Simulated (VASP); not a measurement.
## BN: relaxation of cell and atoms with LDA

The system is BN.

```
B N
1.0
     0.00000    3.49532    2.16609
     1.25163    0.00000    2.16609
     1.25163    3.49532    0.00000
B N
1 1
Direct
  0.00005 0.00005 0.99995
  0.66665 0.66665 0.33335
```

Measurements of this composition are mostly on another form, of space group No. 194.

```
Program                : VASP 6.6.1
Task                   : relaxation of cell and atoms
Functional             : LDA
Potentials or basis    : VASP PAW LDA potentials, release 64 (B, N)
Cutoff                 : 600 eV
k mesh                 : 12 × 12 × 12
Occupations            : gaussian, width 0.02 eV
Spin                   : no spin polarisation
Further INCAR settings : ALGO = Fast; EDIFF = 1e-07; IBRION = 2; EDIFFG = -0.005; NSW = 90; ISIF = 3
```

```
Relaxed volume                         : 8.71 Å³/atom
Relaxed cell                           : a = 3.895 Å, b = 2.488 Å, c = 3.477 Å, α = 79.66°, β = 38.94°, γ = 61.40°
Space group after relaxing (to 0.05 Å) : Fmm2 (No. 42)
Energy gained by relaxing              : 5.1 meV/atom
Ionic steps                            : 20
Pressure after relaxing                : 0.0 GPa
Largest force after relaxing           : 0.005 eV/Å
Band gap on the k mesh                 : 3.31 eV, indirect (least direct gap 4.43 eV)
```

Forces on the atoms (eV/Å):
```
B    0.000  0.000  0.005
N    0.000  0.000 -0.005
```

The path:
```
step  energy change (eV)  largest force (eV/Å)  pressure (GPa)  volume (Å³)
   1              0.0000                0.0105           -3.93        18.95
   2              0.0088                0.0371            6.93        18.32
   3             -0.0034                0.0044           -0.36        18.73
   4             -0.0034                0.0047           -0.30        18.73
   5             -0.0039                0.0126           -0.25        18.66
   6             -0.0054                0.0648           -0.22        18.47
   7             -0.0077                0.1703           -0.07        18.08
   8             -0.0083                0.3855            0.42        17.31
   9             -0.0089                0.2910            0.18        17.64
  10             -0.0090                0.2751            0.18        17.63
  11             -0.0094                0.2278            0.18        17.58
  12             -0.0099                0.1338            0.13        17.49
  13             -0.0101                0.0517            0.09        17.30
  14             -0.0102                0.0211            0.10        17.37
  15             -0.0102                0.0193            0.09        17.38
  16             -0.0102                0.0140            0.04        17.39
  17             -0.0102                0.0034           -0.06        17.42
  18             -0.0102                0.0069           -0.01        17.41
  19             -0.0102                0.0056           -0.02        17.42
  20             -0.0102                0.0045           -0.03        17.42
```

Final structure:
```
CELL_PARAMETERS angstrom
0.00000 3.24559 2.15415
1.24586 0.00000 2.15415
1.24586 3.24559 0.00000
ATOMIC_POSITIONS crystal
B 0.00013 0.00013 0.99987
N 0.66657 0.66657 0.33343
```

Levels at points of the mesh, in eV from the valence-band top:
| k point | band 1 | band 2 | band 3 | band 4 | band 5 | band 6 | band 7 | band 8 |
| --- | --- | --- | --- | --- | --- | --- | --- | --- |
| (0.00, 0.00, 0.00) | -17.90 | -4.26 | -1.48 | -1.47 | 4.90 | 11.43 | 11.55 | 13.06 |
| (0.50, 0.00, 0.00) | -14.55 | -9.09 | -4.32 | -1.13 | 4.37 | 9.94 | 13.37 | 16.17 |
| (0.50, 0.50, 0.00) | -14.64 | -9.25 | -4.31 | -0.35 | 6.02 | 9.44 | 12.07 | 13.95 |
| (0.50, 0.00, 0.50) | -17.53 | -6.69 | -1.52 | -1.46 | 10.13 | 11.36 | 11.48 | 12.68 |
| (0.00, 0.50, 0.50) | -14.44 | -8.91 | -4.39 | -1.82 | 3.31 | 9.90 | 14.70 | 19.18 |

Run time: 3.7 min on 1 thread of Intel(R) Xeon(R) 6975P-C (Granite Rapids) (shared host), peak memory 0.2 GiB.

A k mesh can miss the band edges. Expect the measured gap to be larger: semilocal functionals such as LDA lack the derivative discontinuity.
